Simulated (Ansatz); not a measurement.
Property card for I

The calculation used DFT PBEsol, scalar-relativistic, plane waves, PAW (Ansatz 0.2.0).

Plane waves to 420 eV, a k mesh through Γ of 14×14×14 on the computed 1-atom cell and Gaussian smearing (0.10 eV); no spin polarisation.

The structure is relaxed at this level of theory with its symmetry kept. This form isn't the element's structure at ambient conditions.

```cif
data_structure
_symmetry_space_group_name_H-M 'Fmmm'
_symmetry_Int_Tables_number 69
_cell_length_a 4.4798
_cell_length_b 4.4959
_cell_length_c 7.5363
_cell_angle_alpha 90.000
_cell_angle_beta 90.000
_cell_angle_gamma 90.000
_cell_volume 151.79
loop_
_atom_site_label
_atom_site_type_symbol
_atom_site_symmetry_multiplicity
_atom_site_Wyckoff_symbol
_atom_site_fract_x
_atom_site_fract_y
_atom_site_fract_z
_atom_site_occupancy
I1 I 4 a 0.00000 0.00000 0.00000 1
```

| Property | Result |
| --- | --- |
| Space group | Fmmm (No. 69) |
| Volume per atom | 256.1 bohr³ |
| Formation energy from the elements' standard states (uncorrected) | +0.072 eV/atom |
| Kohn–Sham band gap | none (metal) |
| Density of states at the Fermi level | 0.48 states/eV per cell |
| Löwdin character within 0.5 eV of the Fermi level | I 5p 97 % |
| Bader charges (e) | I (1 in the cell) 0.00 |

Spin-orbit coupling is left out, which matters for the bands of heavy elements. Each cell of I holds layers, and where no dispersion correction was added their binding is poorly described. Spin polarisation was left out, and a magnetic state may lie lower.